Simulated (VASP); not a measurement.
Input of a VASP 6.6.1 run:

Contents of POSCAR:

```
CsSnI3
1.0
    6.2057000000      0.0000000000      0.0000000000
    0.0000000000      6.2057000000      0.0000000000
    0.0000000000      0.0000000000      6.2057000000
Cs I Sn
1 3 1
Direct
    0.0000000000      0.0000000000      0.0000000000
    0.5000000000      0.5000000000      0.0000000000
    0.5000000000      0.0000000000      0.5000000000
    0.0000000000      0.5000000000      0.5000000000
    0.5000000000      0.5000000000      0.5000000000
```

File INCAR.step1:

```
PREC = Accurate
ENCUT = 520
EDIFF = 1E-5
ISMEAR = 0
SIGMA = 0.02
LREAL = F
LASPH = T
NELM = 80
ALGO = Normal
ISIF = 2
LWAVE = T
LCHARG = F
GGA = PE
KPAR = 2
```

File INCAR.step2:

```
PREC = Accurate
ENCUT = 520
EDIFF = 1E-6
ISMEAR = 0
SIGMA = 0.02
LREAL = F
LASPH = T
NELM = 80
ALGO = Normal
ISIF = 2
LWAVE = F
LCHARG = F
METAGGA = MBJ
ISTART = 1
KPAR = 2
```

The input KPOINTS:

```
regular mesh
0
Gamma
  6 6 6
```

KPOINTS_OPT

```
path GXMGRX,MR
10
line-mode
reciprocal
 0.0000000000  0.0000000000  0.0000000000  G
 0.0000000000  0.5000000000  0.0000000000  X

 0.0000000000  0.5000000000  0.0000000000  X
 0.5000000000  0.5000000000  0.0000000000  M

 0.5000000000  0.5000000000  0.0000000000  M
 0.0000000000  0.0000000000  0.0000000000  G

 0.0000000000  0.0000000000  0.0000000000  G
 0.5000000000  0.5000000000  0.5000000000  R

 0.5000000000  0.5000000000  0.5000000000  R
 0.0000000000  0.5000000000  0.0000000000  X

 0.5000000000  0.5000000000  0.0000000000  M
 0.5000000000  0.5000000000  0.5000000000  R
```

Potentials or basis: VASP PAW PBE potentials, release 64 (Cs_sv, I, Sn_d).

Command:

```sh
$ cat potpaw_PBE.64/Cs_sv/POTCAR potpaw_PBE.64/I/POTCAR potpaw_PBE.64/Sn_d/POTCAR > POTCAR
$ cp INCAR.step1 INCAR
$ mpirun -np 2 vasp_std > vasp.out
$ cp INCAR.step2 INCAR
$ mpirun -np 2 vasp_std > vasp.out
```

(1) Predict the band gap along the path.

(2) What does it give for the band gap on the k mesh?

## Answers

(1) 0.63 eV, direct.

(2) 0.63 eV, direct.

Caveat: spin-orbit coupling is left out, which moves the levels of the heavy elements.
